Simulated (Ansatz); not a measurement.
# SnO₂: how the free axis answers a strain

SnO₂, P4_2/mnm, a = 4.760 Å, c = 3.201 Å. Ansatz: r2SCAN, PAW, 500 eV, Γ-centred 6×6×8 mesh on 6 atoms, Gaussian smearing 0.02 eV; no spin polarisation. Series: uniaxial strain along c, with a, b and atoms relaxed; x is the strain in per cent. y is the change of a in per cent of 4.760 Å.

| x (%) | y (%) |
| --- | --- |
| -6.0 | 2.17 |
| -4.0 | 1.45 |
| -2.0 | 0.71 |
| 0.0 | 0.00 |
| 2.0 | ? |
| 4.0 | -1.38 |
| 6.0 | -2.04 |

**Question.** Fit y = c1 x + c2 x² to the other rows, say what c1 measures, and predict the missing y.

**Answer.** Least squares on the rows shown. y = −0.3517 x + 0.001867 x². So −c1 = 0.352 is Poisson's ratio for this pair of axes. At x = 2.0 the fit asked for gives -0.70 %. The run gave -0.70 %, the same to the digits shown.